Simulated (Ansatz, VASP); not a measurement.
Two plane-wave programs on BeS

```xyz
2
Lattice="0.0000 2.3884 2.3884 2.3884 0.0000 2.3884 2.3884 2.3884 0.0000" Properties=species:S:1:pos:R:3 pbc="T T T"
Be    3.5826    3.5826    3.5826
S     0.0000    0.0000    0.0000
```

Alike in both runs: task single point; functional PBE; k mesh 8 × 8 × 8; occupations gaussian, width 0.02 eV; no spin polarisation.

|  | VASP | Ansatz |
| --- | --- | --- |
| version | VASP 6.6.1 | Ansatz 0.2.0 |
| potentials or method | VASP PAW PBE potentials, release 64 (Be, S) | scalar-relativistic, plane waves, PAW |
| plane-wave cutoff (eV) | 520 | 420 |
| valence electrons in the cell | 8 | 8 |

VASP gave:

```
gap on the k mesh at the Fermi level (eV) : 3.00
least direct gap on the mesh (eV)         : 5.65
pressure (GPa)                            : 6.5
```

Problem. Which values does Ansatz return?

Solution. gap on the k mesh at the Fermi level (eV): 3.00; least direct gap on the mesh (eV): 5.63; pressure (GPa): 6.5.

The functional is the same, so the differences come from potentials, cutoffs and numerics.

A k mesh can miss the band edges.
